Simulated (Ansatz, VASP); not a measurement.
**MgS in VASP and in Ansatz**

```
CELL_PARAMETERS angstrom
4.05425 0.00000 0.00000
-2.02712 3.51108 0.00000
0.00000 0.00000 6.49236
ATOMIC_POSITIONS crystal
Mg 0.33333 0.66667 0.99701
Mg 0.66667 0.33333 0.49701
S 0.33333 0.66667 0.37799
S 0.66667 0.33333 0.87799
```

Alike in both runs: task single point; functional PBE; k mesh 6 × 6 × 4; occupations gaussian, width 0.02 eV; no spin polarisation.

```csv
,VASP,Ansatz
version,VASP 6.6.1,Ansatz 0.2.0
potentials or method,"VASP PAW PBE potentials, release 64 (Mg, S)","scalar-relativistic, plane waves, PAW"
plane-wave cutoff (eV),520,420
valence electrons in the cell,16,32
```

```csv
,VASP,Ansatz,Ansatz less VASP
gap on the k mesh at the Fermi level (eV),3.37,3.38,+0.008
least direct gap on the mesh (eV),3.37,3.38,+0.008
pressure (GPa),-0.2,0.0,+0.15
```

With one functional, cell and mesh, what is left measures potentials, basis and numerics. The two sets of potentials don't hold the same shells in valence.

A hybrid or GW would open this gap; PBE tends to underestimate it.
